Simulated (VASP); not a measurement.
Set up this calculation in VASP 6.6.1, as the native input.

* Task: band structure
* Functional: PBE
* Potentials or basis: VASP PAW PBE potentials, release 64 (Al, N)
* Cutoff: 520 eV
* k mesh: 12 × 12 × 6
* Occupations: gaussian, width 0.03 eV
* Spin: no spin polarisation
* Further INCAR settings: ALGO = Normal; EDIFF = 1e-06; NBANDS = 16

The structure of AlN lies in POSCAR:

```
AlN                                     
1.0
    3.1131018738     -0.0000000000      0.0000000000
   -1.5565509369      2.6960253073      0.0000000000
    0.0000000000      0.0000000000      4.9818131052
  Al              N             
     2     2
Direct
     0.3333333332999970    0.6666666667000030    0.9989855796533158
     0.6666666667000030    0.3333333332999970    0.4989855796533157
     0.3333333332999970    0.6666666667000030    0.3810144203466868
     0.6666666667000030    0.3333333332999970    0.8810144203466868
```

One way to write it, as run:

INCAR

```
SYSTEM = AlN
ALGO = Normal ; EDIFF = 1E-6
ENCUT = 520 ; GGA = PE
ISIF = 2 ; ISMEAR = 0
KPAR = 2 ; LASPH = .True.
LCHARG = .False. ; LREAL = .False.
LWAVE = .False. ; NBANDS = 16
NELM = 80 ; PREC = Accurate
SIGMA = 0.03
```

KPOINTS

```
k-points
0
Gamma
  12 12 6
  0 0 0
```

KPOINTS_OPT

```
explicit points
258
Reciprocal
 0.0000000000  0.0000000000  0.0000000000 1
 0.0263157895  0.0000000000  0.0000000000 1
 0.0526315789  0.0000000000  0.0000000000 1
 0.0789473684  0.0000000000  0.0000000000 1
 0.1052631579  0.0000000000  0.0000000000 1
 0.1315789474  0.0000000000  0.0000000000 1
[... 250 lines left out ...]
 0.5000000000  0.0000000000  0.0277462800 1
 0.5000000000  0.0000000000 -0.0277462800 1
```

Potentials or basis: VASP PAW PBE potentials, release 64 (Al, N).

Launch:

```console
$ cat potpaw_PBE.64/Al/POTCAR potpaw_PBE.64/N/POTCAR > POTCAR
$ mpirun -np 2 vasp_std > vasp.out
```

Results of the run:

The pressure is 3.4 GPa. The largest force is 0.004 eV/Å and the band gap on the k mesh is 4.19 eV, direct. The band gap along the path is 4.19 eV, direct.

It took 90 s on 2 MPI ranks on AMD EPYC 7R13 Processor (Zen 3) (shared host), peak memory 0.17 GiB a rank.
